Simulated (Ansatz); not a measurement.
Ti: enthalpy against pressure

Ti, P6/mmm, a = 4.515 Å, c = 2.799 Å. This isn't the element's structure at ambient conditions. Ansatz: PBEsol, PAW, 420 eV, Γ-centred 12×12×14 mesh on 3 atoms, Gaussian smearing 0.10 eV; no spin polarisation. Cell and atoms are relaxed at each pressure, and no other structure is tried, so the rows at high pressure may lie past a change of phase. y is the enthalpy over the state at zero pressure; there V0 = 16.472 Å³/atom. The pressures are the targets, met within 0.03 GPa.

| P (GPa) | y (eV/atom) |
| --- | --- |
| -2.0 | -0.2074 |
| 0.0 | 0.0000 |
| 2.0 | 0.2039 |
| 5.0 | ? |
| 10.0 | 0.9897 |
| 20.0 | 1.9161 |
| 40.0 | 3.6308 |

**Question.** Fit y = c1 P + c2 P² + c3 P³ to the other rows, say what c1 and c2 mean, and predict the missing value.

**Answer.** Least squares on the rows shown. y = 0.10267 P − 0.00038978 P² + 2.3063×10⁻⁶ P³. Since dH/dP = V, c1 is V0: 0.10267 eV/GPa × 160.2 = 16.448 Å³ against 16.472; c2 = −V0/(2B0) gives B0 = 132 GPa, where a Birch–Murnaghan fit to the volumes of the same runs (not shown) gives 120 GPa: a cubic over this range folds the higher terms into c2. At P = 5.0 the fit asked for gives 0.5039 eV/atom. The run gave 0.5039 eV/atom, the same to the digits shown.

The mesh isn't the same in all rows (12×12×14, 12×12×16).